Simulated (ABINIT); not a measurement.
# Ag (P6_3/mmc) in ABINIT: convergence with pawecutdg

Aim: find how far pawecutdg must go before the results for Ag settle, at RPBE. This setting moves, with any that are tied to it; all else stays.

Program: ABINIT 10.8.3 (patched build). These are calculated values, not measurements. Logs are shortened: lines on timing, memory, paths and dates and some standing lists are left out, and cuts for length are marked. The log counts tension as positive stress, the text compression.

### 1 The structure

Symmetry: P6_3/mmc, No. 194, hexagonal system. Conventional cell: a = 2.930 Å, b = 2.930 Å, c = 4.790 Å, α = 90.00°, β = 90.00°, γ = 120.00°. Ag (site symmetry -6m2) has 12 Ag at 2.93 Å as nearest neighbours.

This isn't the form of Ag at room conditions, which is fcc.

### 2 With pawecutdg 17 Ha

run.abi

```
# Pseudopotentials
pp_dirpath "./"
pseudos "Ag.GGA_PBE-JTH.xml"

# Structure
acell 3*1.0 Angstrom
rprim
     2.9300000000     0.0000000000     0.0000000000
    -1.4650000000     2.5374544331     0.0000000000
     0.0000000000     0.0000000000     4.7900000000
ntypat 1
znucl 47
natom 2
typat 1 1
xred
     0.6666666667     0.3333333333     0.7500000000
     0.3333333333     0.6666666667     0.2500000000

# Plane-wave basis
ecut 17.0
pawecutdg 17.0
pawxcdev 0

# k points
kptopt 1
ngkpt 10 10 6
nshiftk 1
shiftk 0.0 0.0 0.0

# Exchange and correlation
ixc 15

# Bands and occupations
nband 15
occopt 4
tsmear 0.00183747

# SCF cycle
nstep 100
tolvrs 1.0e-9

# Output
iomode 3
prtwf 0
prtden 0
prteig 0
prtebands 0
```

Potentials or basis: JTH PAW PBE v2.0.

Command:

```
> abinit run.abi > log 2>&1
```

run.abo:

```text
.Version 10.8.3 of ABINIT
 Symmetries : space group P6_3/m m c (#194); Bravais hP (primitive hexag.)
================================================================================
 Values of the parameters that define the memory need of the present run
     intxc =       0    ionmov =       0      iscf =      17    lmnmax =      18
     lnmax =       6     mgfft =      36  mpssoang =       3    mqgrid =    3001
     natom =       2  nloc_mem =       2    nspden =       1   nspinor =       1
    nsppol =       1      nsym =      24    n1xccc =       1    ntypat =       1
    occopt =       4   xclevel =       2
       mpw =         815          nfft =       20736          nkpt =          56
 PAW method is used; the additional fine FFT grid is defined by:
   mgfftf=        36    nfftf =     20736
================================================================================
================================================================================

--------------------------------------------------------------------------------
------------- Echo of variables that govern the present computation ------------
--------------------------------------------------------------------------------
 -outvars: echo values of preprocessed input variables --------
            acell      1.8897261259E+00  1.8897261259E+00  1.8897261259E+00 Bohr
              amu      1.07868200E+02
             ecut      1.70000000E+01 Hartree
                       outvar_i_n : Printing only first  50 k-points.
              ixc          15
                       outvar_i_n : Printing only first  50 k-points.
         kptrlatt       10    0    0      0   10    0      0    0    6
          kptrlen      5.43107289E+01
            natom           2
            nband          15
            ngfft          24      24      36
          ngfftdg          24      24      36
             nkpt          56
            nstep         100
             nsym          24
           ntypat           1
                       prtocc : prtvol=0, do not print more k-points.
           occopt           4
        pawecutdg      1.70000000E+01 Hartree
         pawxcdev           0
           prtden           0
        prtebands           0
           prteig           0
            prtwf           0
            rprim      2.9300000000E+00  0.0000000000E+00  0.0000000000E+00
                      -1.4650000000E+00  2.5374544331E+00  0.0000000000E+00
                       0.0000000000E+00  0.0000000000E+00  4.7900000000E+00
          spgroup         194
           tolvrs      1.00000000E-09
           tsmear      1.83747000E-03 Hartree
            typat      1  1
           useylm           1
                       outvars : Printing only first  50 k-points.
           xangst      1.4650000000E+00  8.4581814437E-01  3.5925000000E+00
                       1.2158578251E-17  1.6916362887E+00  1.1975000000E+00
            xcart      2.7684487745E+00  1.5983646452E+00  6.7888411073E+00
                       2.2976382975E-17  3.1967292904E+00  2.2629470358E+00
             xred      6.6666666667E-01  3.3333333333E-01  7.5000000000E-01
                       3.3333333333E-01  6.6666666667E-01  2.5000000000E-01
            znucl       47.00000

================================================================================

 chkinp: Checking input parameters for consistency.

================================================================================
== DATASET  1 ==================================================================

--- !DatasetInfo
iteration_state: {dtset: 1, }
dimensions: {natom: 2, nkpt: 56, mband: 15, nsppol: 1, nspinor: 1, nspden: 1, mpw: 815, }
cutoff_energies: {ecut:  17.0, pawecutdg:  17.0, }
electrons: {nelect:   2.20000000E+01, charge:   0.00000000E+00, occopt:   4.00000000E+00, tsmear:   1.83747000E-03, }
meta: {optdriver: 0, ionmov: 0, optcell: 0, iscf: 17, paral_kgb: 0, }
...

 Exchange-correlation functional for the present dataset will be:
  GGA: RPBE functional - ixc=15
[... 75 lines left out ...]
pressure_GPa:   4.6319E+00
xred      :
- [  6.6667E-01,   3.3333E-01,   7.5000E-01, Ag]
- [  3.3333E-01,   6.6667E-01,   2.5000E-01, Ag]
cartesian_forces: # hartree/bohr
- [ -1.51971682E-29,  -2.28126318E-29,  -0.00000000E+00, ]
- [  1.51971682E-29,   2.28126318E-29,  -0.00000000E+00, ]
force_length_stats: {min:   2.74111307E-29, max:   2.74111307E-29, mean:   2.74111307E-29, }
...

 Integrated electronic density in atomic spheres:
 ------------------------------------------------
 Atom  Sphere_radius  Integrated_density
    1        2.51516          9.77014440
    2        2.51516          9.77014440

================================================================================

 ----iterations are completed or convergence reached----

 Mean square residual over all n,k,spin=   29.274E-09; max=  96.848E-07
 reduced coordinates (array xred) for    2 atoms
       0.666666666667      0.333333333333      0.750000000000
       0.333333333333      0.666666666667      0.250000000000
 rms dE/dt=  6.2968E-29; max dE/dt=  6.7316E-29; dE/dt below (all hartree)
    1       0.000000000000      0.000000000000      0.000000000000
    2      -0.000000000000     -0.000000000000      0.000000000000

 cartesian coordinates (angstrom) at end:
    1      1.46500000000000     0.84581814436667     3.59250000000000
    2      0.00000000000000     1.69163628873333     1.19750000000000

 cartesian forces (hartree/bohr) at end:
    1     -0.00000000000000    -0.00000000000000    -0.00000000000000
    2      0.00000000000000     0.00000000000000    -0.00000000000000
 frms,max,avg= 1.5825824E-29 2.2812632E-29   0.000E+00  0.000E+00  0.000E+00 h/b

 cartesian forces (eV/Angstrom) at end:
    1     -0.00000000000000    -0.00000000000000    -0.00000000000000
    2      0.00000000000000     0.00000000000000    -0.00000000000000
 frms,max,avg= 8.1379658E-28 1.1730727E-27   0.000E+00  0.000E+00  0.000E+00 e/A
 length scales=  1.889726125908  1.889726125908  1.889726125908 bohr
              =  1.000000000000  1.000000000000  1.000000000000 angstroms
 Fermi (or HOMO) energy (hartree) =   0.13417   Average Vxc (hartree)=  -0.43803
 Eigenvalues (hartree) for nkpt=  56  k points:
 kpt#   1, nband= 15, wtk=  0.00167, kpt=  0.0000  0.0000  0.0000 (reduced coord)
  -0.14048   -0.09292   -0.03931   -0.03579   -0.03579   -0.02776   -0.02776   -0.01592
  -0.01592    0.01834    0.01834    0.12270    0.25635    0.71961    0.79334
      occupation numbers for kpt#   1
   2.00000    2.00000    2.00000    2.00000    2.00000    2.00000    2.00000    2.00000
   2.00000    2.00000    2.00000    2.00000    0.00000    0.00000    0.00000
 prteigrs : prtvol=0 or 1, do not print more k-points.

--- !EnergyTerms
iteration_state     : {dtset: 1, }
comment             : Components of total free energy in Hartree
kinetic             :  2.01977206900286E+01
hartree             :  1.26763349580725E+01
xc                  : -2.45390373623615E+01
Ewald energy        : -7.08193476581685E+01
psp_core            :  7.40378146716386E+00
local_psp           : -3.22246659043014E+01
PAW spherical_terms :  1.09440812809614E+01
internal            : -7.63611325286050E+01
'-kT*entropy'       : -2.53744816505399E-05
total_energy        : -7.63611579030866E+01
total_energy_eV     : -2.07789296189124E+03
...

--- !EnergyTermsDC
iteration_state     : {dtset: 1, }
comment             : '"Double-counting" decomposition of free energy'
band_energy         : -4.88053646097186E-01
Ewald energy        : -7.08193476581685E+01
psp_core            :  7.40378146716386E+00
xc_dc               : -2.95175244168789E+01
PAW spherical_terms :  1.70600058264945E+01
internal            : -7.63611384274862E+01
'-kT*entropy'       : -2.53744816505399E-05
total_energy_dc     : -7.63611638019679E+01
total_energy_dc_eV  : -2.07789312240797E+03
...

--- !EnergyTermsWithPAWCore
iteration_state     : {dtset: 1, }
comment             : 'Components of total free energy, including PAW core contributions'
Total energy        : -1.06328533832486E+04
Total energy DC     : -1.06328533891474E+04
Total energy (eV)   : -2.89334680308463E+05
Total energy DC (eV): -2.89334680468979E+05
...

 Cartesian components of stress tensor (hartree/bohr^3)
  sigma(1 1)= -1.68169984E-04  sigma(3 2)=  0.00000000E+00
  sigma(2 2)= -1.68169984E-04  sigma(3 1)=  0.00000000E+00
  sigma(3 3)= -1.35962368E-04  sigma(2 1)=  0.00000000E+00

-Cartesian components of stress tensor (GPa)         [Pressure=  4.6319E+00 GPa]
- sigma(1 1)= -4.94773173E+00  sigma(3 2)=  0.00000000E+00
- sigma(2 2)= -4.94773174E+00  sigma(3 1)=  0.00000000E+00
- sigma(3 3)= -4.00015096E+00  sigma(2 1)=  0.00000000E+00

== END DATASET(S) ==============================================================
================================================================================

 -outvars: echo values of variables after computation  --------
            acell      1.8897261259E+00  1.8897261259E+00  1.8897261259E+00 Bohr
           etotal     -7.6361163802E+01
            fcart     -1.5197168176E-29 -2.2812631757E-29 -0.0000000000E+00
                       1.5197168176E-29  2.2812631757E-29 -0.0000000000E+00
            rprim      2.9300000000E+00  0.0000000000E+00  0.0000000000E+00
                      -1.4650000000E+00  2.5374544331E+00  0.0000000000E+00
                       0.0000000000E+00  0.0000000000E+00  4.7900000000E+00
           strten     -1.6816998351E-04 -1.6816998379E-04 -1.3596236756E-04
                       0.0000000000E+00  0.0000000000E+00  0.0000000000E+00
           xangst      1.4650000000E+00  8.4581814437E-01  3.5925000000E+00
                       1.2158578251E-17  1.6916362887E+00  1.1975000000E+00
             xred      6.6666666667E-01  3.3333333333E-01  7.5000000000E-01
                       3.3333333333E-01  6.6666666667E-01  2.5000000000E-01
 Calculation completed.
```

Run time: 28 s. Hardware: 1 thread of Arm Neoverse N1, shared host; peak memory 0.11 GiB.

Results:

- Free energy: -2077.8931 eV
- Pressure: 4.6 GPa
- Band gap on the k mesh: none (metal or under the smearing width)
- Valence electrons inside the program's atomic spheres: Ag 9.77 (radii [1.331] Å)

### 3 With pawecutdg 20.4

Edit run.abi of step 2 so:

```diff
@@ -20,3 +20,3 @@
 ecut 17.0
-pawecutdg 17.0
+pawecutdg 20.4
 pawxcdev 0
```

Potentials or basis: JTH PAW PBE v2.0.

Command:

```
> abinit run.abi > log 2>&1
```

Wall time 28 s (1 thread of Arm Neoverse N1, shared host); peak memory 0.11 GiB.

Results (log left out):

- Free energy: -2077.8972 eV
- Pressure: 4.6 GPa
- Band gap on the k mesh: none (metal or under the smearing width)
- Valence electrons inside the program's atomic spheres: Ag 9.79 (radii [1.331] Å)

### 4 With pawecutdg 25.5

Edit run.abi of step 3 so:

```diff
@@ -20,3 +20,3 @@
 ecut 17.0
-pawecutdg 20.4
+pawecutdg 25.5
 pawxcdev 0
```

Command:

```
> abinit run.abi > log 2>&1
```

Run time: 28 s. Hardware: 1 thread of Arm Neoverse N1, shared host; peak memory 0.11 GiB.

It converged, with:

| Item | Value |
| --- | --- |
| Free energy | -2077.8928 eV |
| Pressure | 4.7 GPa |
| Band gap on the k mesh | none (metal or under the smearing width) |
| Valence electrons inside the program's atomic spheres | Ag 9.79 (radii [1.331] Å) |

### 5 With pawecutdg 30.6

Edit run.abi of step 4 so:

```diff
@@ -20,3 +20,3 @@
 ecut 17.0
-pawecutdg 25.5
+pawecutdg 30.6
 pawxcdev 0
```

Command:

```
> abinit run.abi > log 2>&1
```

It took 29 s on 1 thread of Arm Neoverse N1, shared host; peak memory 0.11 GiB.

The run converged. Its results:

- Free energy: -2077.8924 eV
- Pressure: 4.6 GPa
- Band gap on the k mesh: none (metal or under the smearing width)
- Valence electrons inside the program's atomic spheres: Ag 9.79 (radii [1.331] Å)

### 6 With pawecutdg 37.4

Edit run.abi of step 5 so:

```diff
@@ -20,3 +20,3 @@
 ecut 17.0
-pawecutdg 30.6
+pawecutdg 37.4
 pawxcdev 0
```

Potentials or basis: JTH PAW PBE v2.0.

Command:

```
> abinit run.abi > log 2>&1
```

Run time: 29 s. Hardware: 1 thread of Arm Neoverse N1, shared host; peak memory 0.12 GiB.

Results (log left out):

| Item | Value |
| --- | --- |
| Free energy | -2077.8921 eV |
| Pressure | 4.6 GPa |
| Band gap on the k mesh | none (metal or under the smearing width) |
| Valence electrons inside the program's atomic spheres | Ag 9.78 (radii [1.331] Å) |

### 7 With pawecutdg 45.9

Edit run.abi of step 6 so:

```diff
@@ -20,3 +20,3 @@
 ecut 17.0
-pawecutdg 37.4
+pawecutdg 45.9
 pawxcdev 0
```

Command:

```
> abinit run.abi > log 2>&1
```

It took 29 s on 1 thread of Arm Neoverse N1, shared host; peak memory 0.13 GiB.

The run converged. Its results:

```
Free energy                                           : -2077.8920 eV
Pressure                                              : 4.6 GPa
Band gap on the k mesh                                : none (metal or under the smearing width)
Valence electrons inside the program's atomic spheres : Ag 9.78 (radii [1.331] Å)
```

### 8 With pawecutdg 56.1

Edit run.abi of step 7 so:

```diff
@@ -20,3 +20,3 @@
 ecut 17.0
-pawecutdg 45.9
+pawecutdg 56.1
 pawxcdev 0
```

Command:

```
> abinit run.abi > log 2>&1
```

It took 29 s on 1 thread of Arm Neoverse N1, shared host; peak memory 0.14 GiB.

Results (log left out):

| Property | Result |
| --- | --- |
| Free energy | -2077.8917 eV |
| Pressure | 4.6 GPa |
| Band gap on the k mesh | none (metal or under the smearing width) |
| Valence electrons inside the program's atomic spheres | Ag 9.78 (radii [1.331] Å) |

### 9 Result

| pawecutdg | energy less the tightest run (meV/atom) | pressure (GPa) | SCF cycles | CPU time (s) | peak memory (GiB) |
| --- | --- | --- | --- | --- | --- |
| 17 Ha | -0.69 | 4.63 | 9 | 28 | 0.11 |
| 20.4 | -2.73 | 4.61 | 9 | 28 | 0.11 |
| 25.5 | -0.52 | 4.67 | 9 | 28 | 0.11 |
| 30.6 | -0.32 | 4.58 | 9 | 29 | 0.11 |
| 37.4 | -0.18 | 4.62 | 9 | 29 | 0.12 |
| 45.9 | -0.11 | 4.59 | 9 | 29 | 0.13 |
| 56.1 | 0.00 | 4.59 | 9 | 29 | 0.14 |

Against the tightest run, the energy stays within 1 meV/atom from 25.5 on; the pressure stays within 0.1 GPa from 17 Ha on. The tightest run that finished is the yardstick and may itself not be fully converged.

Caveats: the PAW data sets were made with another functional, which shifts forces and pressure a little.
